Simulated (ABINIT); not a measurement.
## Au in ABINIT: the effect of target pressure

The system is Au.

```
Au
1.0
     0.00000    2.03500    2.03500
     2.03500    0.00000    2.03500
     2.03500    2.03500    0.00000
Au
1
Direct
  0.00000 0.00000 0.00000
```

Alike in all runs:

* Program: ABINIT 10.8.3 (patched build)
* Task: relaxation of cell and atoms
* Functional: PBE
* Potentials or basis: JTH PAW PBE v2.0
* Cutoff: 544 eV
* k mesh: 11 × 11 × 11
* Occupations: fermi-dirac, width 0.05 eV
* Spin: no spin polarisation

Each run relaxes the cell or the atoms first.

```csv
target pressure,relaxed volume (Å³/atom)
0 GPa,17.98
5 GPa,?
10 GPa,16.95
```

Q: What does the run with target pressure 5 GPa give?

A: Relaxed volume 17.42 Å³/atom.
